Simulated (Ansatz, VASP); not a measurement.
**Cross-check of TiC (TiC strained to the junction's net) between VASP and Ansatz**

Aim: how closely do two programs agree when they are given the same cell, functional and k mesh? The cell is generated by rule, not measured, and may not be a known phase. The structure shown is the end of the Ansatz relaxation below.

Main program and level: Ansatz 0.2.0; plane waves, with VASP 6.6.1 beside it; single point at PBE.

**1. Starting point**

It takes space group R-3m (No. 166, trigonal). Conventional cell: a = 3.220 Å, b = 3.220 Å, c = 7.282 Å, α = 90.00°, β = 90.00°, γ = 120.00°. Nearest to Ti lie 6 C at 2.22 Å. C has 6 Ti at 2.22 Å nearest. Farther neighbours are not listed.

**2. Ansatz: relaxation, PBE**

Ansatz runs on its default PAW (the set named soft_2) files.

This run makes the geometry at which the two programs are then compared.

Input file input.yaml:

```yaml
crystal:
  lattice:
    - [3.22, 0.0, 0.0]
    - [-1.61, 2.7886018002, 0.0]
    - [0.0, 0.0, 7.2284761143]
  atoms:
    - { symbol: Ti, position: [0.0, 0.0, 0.0] }
    - { symbol: C, position: [0.3333333333, 0.6666666667, 0.1666666667] }
    - { symbol: Ti, position: [0.6666666667, 0.3333333333, 0.3333333333] }
    - { symbol: C, position: [0.0, 0.0, 0.5] }
    - { symbol: Ti, position: [0.3333333333, 0.6666666667, 0.6666666667] }
    - { symbol: C, position: [0.6666666667, 0.3333333333, 0.8333333333] }
kpoints:
  mp_grid: { grid: [12, 12, 4] }
scf:
  occupations: { method: fermi_dirac, width: 0.1 }
  max_iter: 150
hamiltonian:
  xc: pbe
relax:
  f_tol: 0.01
  max_steps: 40
  cell: { fix: [a, b, angles] }
```

On the command line:

```sh
ansatz run input.yaml --threads 4 --pin off --max-ram 12288MiB --backend cpu --events-out ev --progress --plain --runs-dir out
```

Numbers of over 12 decimals in the logs are rounded to 6 here.

Log:

```text
Engine: ansatz 0.2.0, aarch64-unknown-linux-gnu
Pseudopotentials: kind: paw
Pseudopotential: Ti, paw, valence charge 12, recommended cutoff 420 eV (normal), Ti.paw.azcp
Pseudopotential: C, paw, valence charge 4, recommended cutoff 420 eV (normal), C.paw.azcp
Functional definition: PBE
  parameter kappa = 0.804
  parameter beta = 0.066725
  exchange = pbe_x(kappa = kappa, mu = beta*pi^2/3)
  correlation = pbe_c(beta = beta)
Crystal: 6 atoms, lattice volume = 64.907 Å³
Basis set: ecut = 420 eV, 1297 PW (Γ), exchange–correlation on 48×48×100 points (8 copies of the dense FFT grid, shifted against one another)
Bands: 30, of which v1, the nominal top of the filled ones, is band 24 counted from 1 (23 counted from 0)
Symmetry: 36 space group operations
Space group: R-3m (ITA 166), of the structure as read, at distance tolerance 4.0e-5 Å
k-points: 69 of 576
Non-local potential: Ti, projectors of the file, l = 0: 3, l = 1: 2, l = 2: 3, l = 3: 1
Non-local potential: C, projectors of the file, l = 0: 2, l = 1: 2, l = 2: 1
PAW form: soft (Blöchl's): semilocal exchange-correlation on the pseudo side does not see the compensation charge
PAW one-centre angular grid: Ti, 590 points (default); XC on 64 Gauss nodes
PAW one-centre angular grid: C, 110 points (default); XC on 64 Gauss nodes
Initial density: superposition of atomic densities (neutral atoms: chi_scale 0, normalization atom), corrected by the library's trained network
Initial wavefunctions: pseudopotential atomic-orbital guess
Functional: x = pbe(κ = 0.804, μ = 0.219515), c = pbe(β = 0.066725)
SCF iter   1: F=—  HF=-8256.357158 eV  |F-HF|=—  |Δ(HF+E_count)|=         —  Δρ=4.09e-3  dr2=7.51e-3  ethr=1.77e-3  ⟨swp⟩=4.0  Hψ=7778  notcnv=0
preconditioner: auto → Kerker (q_TF=auto, 2.594 Å⁻¹)  [metal: Δε(μ)=0.017 eV  Ē_g=6.410 eV  σ=0.100 eV  W_gap=0.04  n_scr=22 (ndim 8)  ℏωp=22.6 eV  f_vac=0.000  D(μ)=0.96/eV (n_scr^D=2)]
SCF iter   2: F=—  HF=-8256.355793 eV  |F-HF|=—  |Δ(HF+E_count)|=   1.37e-3  Δρ=1.94e-3  dr2=1.16e-3  ethr=1.56e-5  ⟨swp⟩=2.3  Hψ=3245  notcnv=0
SCF iter   3: F=—  HF=-8256.355799 eV  |F-HF|=—  |Δ(HF+E_count)|=   5.54e-6  Δρ=1.08e-3  dr2=3.47e-4  ethr=2.42e-6  ⟨swp⟩=2.0  Hψ=2616  notcnv=0
SCF iter   4: F=—  HF=-8256.355808 eV  |F-HF|=—  |Δ(HF+E_count)|=   9.66e-6  Δρ=1.41e-4  dr2=1.04e-5  ethr=7.23e-7  ⟨swp⟩=2.2  Hψ=2562  notcnv=0
SCF iter   5: F=—  HF=-8256.355806 eV  |F-HF|=—  |Δ(HF+E_count)|=   1.97e-6  Δρ=2.80e-5  dr2=2.55e-7  ethr=2.17e-8  ⟨swp⟩=2.0  Hψ=2901  notcnv=0
SCF iter   6: F=-8256.355806 eV  HF=-8256.355806 eV  |F-HF|=6.90e-9  |Δ(HF+E_count)|=   2.94e-9  Δρ=9.41e-6  dr2=3.61e-8  ethr=2.08e-10  ⟨swp⟩=4.0  Hψ=6125  notcnv=0
SCF 1 converged in 6 iterations: F = -8256.355806 eV  dr2 = 3.61e-8
  greatest PAW one-centre occupation: 0.999 electrons in one spin orbital (limit 2), on the Ti atom at site 4 (counted from 0), in its partial waves of l = 0
relax step   1: F+E_penalty+E_count = -8256.35580621 eV  Δ(F+E_penalty+E_count) = +0.000e0 eV  max|allowed force component| = 3.667e-26 eV/Å  Δτ_max = 0.0000 Å  P = -13.575 GPa  Ω = 64.907 Å³  fix = [a, b, alpha, beta, gamma]  reactions: a -21.765, b -21.765 GPa  (6 SCF iters, dr2 threshold 1.00e-7 eV, accepted)
[...]
relax step   2: F+E_penalty+E_count = -8256.35820207 eV  Δ(F+E_penalty+E_count) = -2.396e-3 eV  max|allowed force component| = 1.593e-25 eV/Å  Δτ_max = 0.0000 Å  P = -15.595 GPa  Ω = 65.594 Å³  energy of the carried Pulay correction = -1.050e-3 eV  fix = [a, b, alpha, beta, gamma]  reactions: a -22.803, b -22.803 GPa  (5 SCF iters, dr2 threshold 6.00e-7 eV, accepted)
[...]
relax step   3: F+E_penalty+E_count = -8256.35926932 eV  Δ(F+E_penalty+E_count) = -1.067e-3 eV  max|allowed force component| = 1.638e-25 eV/Å  Δτ_max = 0.0000 Å  P = -15.009 GPa  Ω = 65.391 Å³  energy of the carried Pulay correction = -7.405e-4 eV  fix = [a, b, alpha, beta, gamma]  reactions: a -22.508, b -22.508 GPa  (4 SCF iters, dr2 threshold 6.00e-7 eV, accepted)
[...]
relax step   4: F+E_penalty+E_count = -8256.36001283 eV  Δ(F+E_penalty+E_count) = -7.435e-4 eV  max|allowed force component| = 2.755e-26 eV/Å  Δτ_max = 0.0000 Å  P = -14.995 GPa  Ω = 65.391 Å³  fix = [a, b, alpha, beta, gamma]  reactions: a -22.501, b -22.501 GPa  stress off target by 1.68e-2 GPa on what of the cell is left free  SCF on the basis re-selected at this cell (its energy is not comparable with the rows above)  (5 SCF iters)
basis re-selected at this cell: Δ(F+E_penalty+E_count) = -7.435e-4 eV, ΔP = +0.014 GPa vs the last step (what re-selecting the basis moved, of the pressure what is left beyond the Pulay correction that the steps carried, after the strain that the cell walked since its last selection, with what the two solves' SCF thresholds leave and, on support functions, any second-order correction that the steps lacked; it is no m [...]
SCF converged after 5 iterations
Free energy (F): -8256.360013 eV
Harris-Foulkes:  -8256.360013 eV  (|F-HF|=2.73e-10)
Internal energy: -8256.327624 eV  (E = F + TS)
E sigma→0 (E₀):  -8256.343818 eV
Entropy (-TS):   -0.032389 eV (-5.398 meV/atom)
Fermi energy:    13.587986 eV
--- Per-component energies (eV) ---
  E_band       = -389.207811
  E_kinetic    = 1074.275628
  E_local      = -2452.311020  (includes V_loc(G=0)·N_el)
  E_nonlocal   = 95.415985
  E_hartree    = 982.170822
  E_xc         = -438.370650
  E_vxc        = -547.072436  (∫ρ·V_xc dr)
  E_paw        = -3434.437656  (= ΣΔE_a)
  E_vpaw       = -523.858082  (= ΣTr[D̂ρ^β])
  E_aug_tail   = 0.000409  (compensation charges beyond the density's cutoff)
  E_ewald      = -4083.071142
  E_smearing   = -0.032389  (= −TS)
  E_closure    = -0.000000  (closes the sum)
  Σ components = -8256.360013   (vs F -8256.360013, Δ=0.00e0)
--- Forces (eV/Å), atoms counted from 1 ---
  atom   1  Ti     0.00000000     0.00000000     0.00000000
  atom   2  C      0.00000000    -0.00000000     0.00000000
  atom   3  Ti    -0.00000000     0.00000000     0.00000000
  atom   4  C     -0.00000000     0.00000000     0.00000000
  atom   5  Ti     0.00000000     0.00000000     0.00000000
  atom   6  C      0.00000000    -0.00000000     0.00000000
  max |Σ_I F_I| component: 4.01e-26 eV/Å
--- Stress (GPa, compression-positive) ---
      -22.501135       0.000000      -0.000000
        0.000000     -22.501135       0.000000
        0.000000       0.000000       0.016757
  P = ⅓ Tr σ = -14.9952 GPa (-149.952 kbar)
--- Relaxed structure (3 steps of the walk, 3 accepted, 1 SCFs on fresh bases) ---
  F+E_penalty+E_count = -8256.36001283 eV   max|allowed force component| = 2.755e-26 eV/Å   (the final SCF, on the basis selected at the relaxed cell)
  cell:  # Å, volume = 65.3906 Å³
    - [3.220000, 0, 0]
    - [-1.610000, 2.788602, 0]
    - [0, 0, 7.282371]
  atoms:
    - { symbol: Ti, position: [0, 0, 0] }
    - { symbol: C, position: [0.333333, 0.666667, 0.166667] }
    - { symbol: Ti, position: [0.666667, 0.333333, 0.333333] }
    - { symbol: C, position: [0, 0, 0.5] }
    - { symbol: Ti, position: [0.333333, 0.666667, 0.666667] }
    - { symbol: C, position: [0.666667, 0.333333, 0.833333] }
```

**3. VASP: single point, PBE**

The same cell, functional, mesh and smearing now go to VASP, with its own data sets.

Lines of VASP's logs that name or quote its potential files are left out, and so is its time.

Input file INCAR:

```
SYSTEM = TiC
PREC = Accurate
ENCUT = 600
EDIFF = 1E-06
NELM = 120
ISMEAR = -1
SIGMA = 0.1
LREAL = .FALSE.
ALGO = Normal
GGA = PE
NBANDS = 30
LASPH = .TRUE.
LORBIT = 11
LWAVE = .FALSE.
LCHARG = .FALSE.
ISIF = 2
GGA_COMPAT = .FALSE.
KPAR = 2
```

Input file POSCAR:

```
TiC
1.0
    3.2200000000      0.0000000000      0.0000000000
   -1.6100000000      2.7886018002      0.0000000000
    0.0000000000      0.0000000000      7.2823708756
Ti C
3 3
Direct
    0.0000000000      0.0000000000      0.0000000000
    0.6666666667      0.3333333333      0.3333333333
    0.3333333333      0.6666666667      0.6666666667
    0.3333333333      0.6666666667      0.1666666667
    0.0000000000      0.0000000000      0.5000000000
    0.6666666667      0.3333333333      0.8333333333
```

Input file KPOINTS:

```
Automatic mesh
0
Gamma
12 12 4
0 0 0
```

Potentials, in the order of the species: Ti_sv and C (PBE family, release 64).

On the command line:

```sh
mpirun -np 2 vasp_std
```

Log:

```text
[banner, memory and clock lines left out]
running    2 mpi-ranks, on    1 nodes
 distrk:  each k-point on    1 cores,    2 groups
 distr:  one band on    1 cores,    1 groups

 POSCAR found type information on POSCAR TiC
 POSCAR found :  2 types and       6 ions
 LDA part: xc-table for (Slater+PW92), standard interpolation
 POSCAR, INCAR and KPOINTS ok, starting setup
 FFT: planning ... GRIDC
 FFT: planning ... GRID_SOFT
 FFT: planning ... GRID
 WAVECAR not read
 entering main loop
       N       E                     dE             d eps       ncg     rms          rms(c)
DAV:   1     0.621927237436E+03    0.62193E+03   -0.25906E+04  4148   0.212E+03
DAV:   2     0.233653777236E+02   -0.59856E+03   -0.58149E+03  4146   0.599E+02
DAV:   3    -0.663865456755E+02   -0.89752E+02   -0.86388E+02  7064   0.186E+02
DAV:   4    -0.727205151204E+02   -0.63340E+01   -0.63016E+01  6166   0.476E+01
DAV:   5    -0.729888923383E+02   -0.26838E+00   -0.26824E+00  6118   0.890E+00    0.295E+01
DAV:   6    -0.581181752471E+02    0.14871E+02   -0.16105E+02  5820   0.839E+01    0.127E+01
DAV:   7    -0.557936195439E+02    0.23246E+01   -0.28689E+01  5772   0.345E+01    0.663E+00
DAV:   8    -0.556712586647E+02    0.12236E+00   -0.17502E+00  5596   0.105E+01    0.200E+00
DAV:   9    -0.556800516882E+02   -0.87930E-02   -0.16465E-01  5958   0.273E+00    0.895E-01
DAV:  10    -0.556925295178E+02   -0.12478E-01   -0.13444E-01  5806   0.319E+00    0.782E-01
DAV:  11    -0.556838149145E+02    0.87146E-02   -0.68320E-02  5736   0.207E+00    0.999E-02
DAV:  12    -0.556838333890E+02   -0.18475E-04   -0.23021E-03  6082   0.362E-01    0.376E-02
DAV:  13    -0.556838304750E+02    0.29140E-05   -0.10203E-04  5784   0.594E-02    0.281E-02
DAV:  14    -0.556838262375E+02    0.42375E-05   -0.15884E-05  4982   0.356E-02    0.158E-02
DAV:  15    -0.556838219180E+02    0.43194E-05   -0.39297E-05  5182   0.229E-02    0.115E-02
DAV:  16    -0.556838214391E+02    0.47893E-06   -0.12036E-06  3264   0.904E-03
   1 F= -.55683821E+02 E0= -.55667592E+02  d E =-.324589E-01
```

OUTCAR, selected parts (step 3):

```text
ion  position               nearest neighbor table
   1  0.000  0.000  0.000-   4 2.22   6 2.22   6 2.22   4 2.22   6 2.22   4 2.22
   2  0.667  0.333  0.333-   4 2.22   4 2.22   5 2.22   4 2.22   5 2.22   5 2.22
   3  0.333  0.667  0.667-   6 2.22   6 2.22   5 2.22   6 2.22   5 2.22   5 2.22
   4  0.333  0.667  0.167-   2 2.22   2 2.22   1 2.22   2 2.22   1 2.22   1 2.22
   5  0.000  0.000  0.500-   2 2.22   3 2.22   2 2.22   3 2.22   2 2.22   3 2.22
   6  0.667  0.333  0.833-   3 2.22   3 2.22   1 2.22   3 2.22   1 2.22   1 2.22

  LATTYP: Found a hexagonal cell.
 ALAT       =     3.2200000000
 C/A-ratio  =     2.2616058620

 Subroutine GETGRP returns: Found 12 space group operations
 (whereof 12 operations were pure point group operations)

The static configuration has the point symmetry D_3d.

 Found     69 irreducible k-points:

   k-points           NKPTS =     69   k-points in BZ     NKDIM =     69   number of bands    NBANDS=     30

   dimension x,y,z NGX =    28 NGY =   28 NGZ =   60
   dimension x,y,z NGXF=    56 NGYF=   56 NGZF=  120

   ENCUT  =  600.0 eV  44.10 Ry    6.64 a.u.   6.43  6.43 14.54*2*pi/ulx,y,z

   NELECT =      48.0000    total number of electrons

 k-points in reciprocal lattice and weights: Automatic mesh
   0.00000000  0.00000000  0.00000000       0.002
   0.08333333  0.00000000  0.00000000       0.010
   0.16666667  0.00000000  0.00000000       0.010
   0.25000000  0.00000000  0.00000000       0.010
   0.33333333  0.00000000  0.00000000       0.010
   0.41666667  0.00000000  0.00000000       0.010
   0.50000000  0.00000000  0.00000000       0.005
   0.08333333  0.08333333  0.00000000       0.010
   0.16666667  0.08333333  0.00000000       0.021
[...]
0.33333333  0.25000000  0.50000000       0.021
   0.33333333  0.33333333  0.50000000       0.003

 average (electrostatic) potential at core
       1 -72.2242       2 -72.2242       3 -72.2242       4 -45.3200       5 -45.3200
       6 -45.3200

 E-fermi :   8.6696

 k-point     1 :       0.0000    0.0000    0.0000
  band No.  band energies     occupation
    ...
     17       4.9762      2.00000
     18       6.0797      2.00000
     19       6.0797      2.00000
     20       6.0797      2.00000
     21       6.0797      2.00000
     22       9.0160      0.06074
     23       9.0160      0.06074
     24       9.7171      0.00006
     25      10.0102      0.00000
     26      10.0102      0.00000
    ...

 k-point     2 :       0.0833    0.0000    0.0000
  band No.  band energies     occupation
    ...
     19       6.0688      2.00000
     20       6.2471      2.00000
     21       6.2774      2.00000
     22       8.4908      1.71347
     23       8.6636      1.02998
     24       9.0655      0.03747
     25       9.7178      0.00006
     26       9.8081      0.00002
     27      10.3132      0.00000
     28      10.5234      0.00000
    ...

 k-point     3 :       0.1667    0.0000    0.0000
  band No.  band energies     occupation
    ...
     20       6.2998      2.00000
     21       6.5932      2.00000
     22       7.3929      1.99999
     23       7.9887      1.99780
     24       8.1331      1.99069
     25       9.7740      0.00003
     26       9.7917      0.00003
     27       9.9826      0.00000
     28      10.4262      0.00000
     29      10.9869      0.00000
    ...

  Total       -9.1057465     -9.1057465      0.0464250     -0.0000000     -0.0000000      0.0000000
  in kB     -223.1058554   -223.1058554      1.1374886     -0.0000000     -0.0000000      0.0000000
  external PRESSURE =    -148.3580741 kB  Pullay stress =       0.0000000 kB

  energy-cutoff  :      600.00
  volume of cell :       65.39
      direct lattice vectors                 reciprocal lattice vectors
     3.220000000  0.000000000  0.000000000     0.310559006  0.179301326  0.000000000
    -1.610000000  2.788601800  0.000000000     0.000000000  0.358602652  0.000000000
     0.000000000  0.000000000  7.282370876     0.000000000  0.000000000  0.137317917

 POSITION                                       TOTAL-FORCE (eV/Angst)
 -----------------------------------------------------------------------------------
      0.00000      0.00000      0.00000        -0.000000     -0.000000     -0.000000
      1.61000      0.92953      2.42746        -0.000000      0.000000      0.000000
     -0.00000      1.85907      4.85491         0.000000     -0.000000     -0.000000
     -0.00000      1.85907      1.21373         0.000000     -0.000000     -0.000000
      0.00000      0.00000      3.64119        -0.000000     -0.000000     -0.000000
      1.61000      0.92953      6.06864        -0.000000     -0.000000      0.000000
 -----------------------------------------------------------------------------------
    total drift:                               -0.000000      0.000000      0.000000

  FREE ENERGIE OF THE ION-ELECTRON SYSTEM (eV)
  ---------------------------------------------------
  free  energy   TOTEN  =       -55.6838214391 eV

  energy  without entropy=      -55.6513625112  energy(sigma->0) =      -55.66759198

 total charge
# of ion       s       p       d       tot
------------------------------------------
    1        2.184   6.209   1.880  10.274
    2        2.184   6.209   1.880  10.274
    3        2.184   6.209   1.880  10.274
    4        0.887   1.459   0.000   2.347
    5        0.887   1.459   0.000   2.347
    6        0.887   1.459   0.000   2.347
--------------------------------------------------
tot          9.215  23.006   5.640  37.861

[... 3 further parts left out ...]
```

The run ends at a pressure of -14.84 GPa.

**4. Differences**

Known differences besides the potentials themselves: the cutoff is 420 eV in Ansatz and 600 eV in VASP; Ansatz's pressure holds a Pulay correction, VASP's none. Total energies have different zeros and are not compared.

The two programs side by side:

```tsv
quantity	Ansatz	VASP	difference
pressure (GPa)	-15.00	-14.84	-0.16
```

**5. Results**

| Quantity | Value |
| --- | --- |
| difference in pressure (single point, PBE) | -0.16 GPa |

**Reading.** The difference in pressure is -0.16 GPa (single point, PBE), within the 1 GPa picked in this series as the mark of a large difference. How closely two codes agree says nothing of how well the functional describes the real material.

[Lines on the potential files, build, host, timing and source positions are cut from VASP's logs without a mark.]

[Logs are printed without paths, hosts, clocks, repeated set-up lines and the standing remarks that a program may print on its own settings, such as how far it seeks lower states.]

[Hosts, paths, dates, database ids (printed as entryN), source tags and the programs' standing remarks are cut or masked in the printed files.]
